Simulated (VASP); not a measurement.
Crystal: MgO2.

```
Mg O
1.0
     4.82861    0.00000    0.00000
     0.00000    4.82861    0.00000
     0.00000    0.00000    4.82861
Mg O
4 8
Direct
  0.00000 0.00000 0.00000
  0.50000 0.00000 0.50000
  0.50000 0.50000 0.00000
  0.00000 0.50000 0.50000
  0.58942 0.91058 0.08942
  0.91058 0.08942 0.58942
  0.08942 0.58942 0.91058
  0.41058 0.41058 0.41058
  0.58942 0.58942 0.58942
  0.91058 0.41058 0.08942
  0.08942 0.91058 0.41058
  0.41058 0.08942 0.91058
```

The cell is a database's computed one.

* Program: VASP 6.6.1
* Task: relaxation of cell and atoms
* Functional: vdW-DF
* Potentials or basis: VASP PAW PBE potentials, release 64 (Mg, O)
* Cutoff: 600 eV
* k mesh: 6 × 6 × 6
* Occupations: fermi-dirac, width 0.05 eV
* Spin: no spin polarisation

At the start: pressure 9.5 GPa; volume 9.38 Å³/atom.

Question: Where does the relaxation end?

Answer: Over 7 steps the energy falls by 17.9 meV/atom and the volume is 9.97 Å³/atom (+6.3 %); space group Pa-3 (No. 205, to 0.05 Å).

Step by step:
```tsv
step	energy change (eV)	largest force (eV/Å)	pressure (GPa)	volume (Å³)
1	0.0000	0.6382	9.52	112.58
2	-0.0888	0.9260	-3.47	121.91
3	-0.1875	0.3706	1.52	117.76
4	-0.2135	0.0434	-0.33	120.08
5	-0.2142	0.0146	-0.11	119.77
6	-0.2142	0.0110	0.02	119.63
7	-0.2142	0.0011	0.00	119.68
```

Final structure:
```xyz
12
Lattice="4.9280 0.0000 0.0000 0.0000 4.9280 0.0000 0.0000 0.0000 4.9280" Properties=species:S:1:pos:R:3 pbc="T T T"
Mg    0.0000    0.0000    0.0000
Mg    2.4640    0.0000    2.4640
Mg    2.4640    2.4640    0.0000
Mg    0.0000    2.4640    2.4640
O     2.9081    4.4839    0.4441
O     4.4839    0.4441    2.9081
O     0.4441    2.9081    4.4839
O     2.0199    2.0199    2.0199
O     2.9081    2.9081    2.9081
O     4.4839    2.0199    0.4441
O     0.4441    4.4839    2.0199
O     2.0199    0.4441    4.4839
```

Caveat: the PAW data sets were made with another functional, which shifts forces and pressure a little.
